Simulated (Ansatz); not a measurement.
Si$_{2}$Mo: course of a relaxation

Method: DFT PBE, scalar-relativistic, plane waves, PAW in Ansatz 0.2.0. Run with 420 eV cutoff, 18×18×18 k-mesh, Gaussian smearing of 0.10 eV, no spin polarisation.

What was changed: relaxed at 20 GPa.

Command:

```bash
ansatz run input.yaml --threads 1 --pin off --max-ram 2560MiB --backend cpu --events-out ev --progress --plain --runs-dir out
```

Input:

```yaml
crystal:
  lattice:
    - [-1.5627060476, 1.5627060476, 3.836777666]
    - [1.5627060476, -1.5627060476, 3.836777666]
    - [1.5627060476, 1.5627060476, -3.836777666]
  atoms:
    - { symbol: Si, position: [0.3344590008, 0.3344590008, 0.0] }
    - { symbol: Si, position: [0.6655409992, 0.6655409992, 0.0] }
    - { symbol: Mo, position: [0.0, 0.0, 0.0] }
basis:
  ecutwfc: 420
kpoints:
  mp_grid: { grid: [18, 18, 18] }
hamiltonian:
  xc: pbe
scf:
  occupations: { method: gaussian, width: 0.1 }
output:
  forces: true
  stress: true
  eigenvalues: true
relax:
  adjacent_minimum: "off"
  f_tol: 0.008
  max_steps: 50
  cell: { stress_tol: 0.08, p_target: 20.0 }
```

F is the free energy. Steps run on the plane waves of an earlier cell, but the last one, and at times one on the way, on a freshly chosen basis, so a repeated geometry can differ a little in energy. The relaxation lowers the enthalpy F + PV at the target pressure, so F itself can rise.

Steps:

| step | F − F(1) (eV) | largest force component (eV/Å) | V (Å³/atom) | P (GPa) |
| --- | --- | --- | --- | --- |
| 1 | 0.0000 | 0.097 | 12.493 | 20.61 |
| 2 | -0.0101 | 0.025 | 12.518 | 19.88 |
| 3 | -0.0086 | 0.007 | 12.514 | 19.98 |
| 4 | -0.0086 | 0.007 | 12.514 | 19.98 |

Relaxed structure:

```
CELL_PARAMETERS angstrom
-1.56208 1.56208 3.84625
1.56208 -1.56208 3.84625
1.56208 1.56208 -3.84625
ATOMIC_POSITIONS crystal
Si 0.33397 0.33397 0.00000
Si 0.66603 0.66603 0.00000
Mo 0.00000 0.00000 0.00000
```

The structure is tetragonal, space group I4/mmm (No. 139). The conventional cell has a = 3.124 Å, b = 3.124 Å, c = 7.692 Å, α = 90.00°, β = 90.00°, γ = 90.00°. Si (site symmetry 4mm) has 5 Mo at 2.55 to 2.57 Å and 5 Si at 2.55 to 2.56 Å as nearest neighbours. Mo (site symmetry 4/mmm) is surrounded by 10 Si at 2.55 to 2.57 Å.

The run converged. The run took 29 s on 1 thread of Intel(R) Xeon(R) 6975P-C (Granite Rapids), with other jobs on the host, peak memory 0.59 GiB.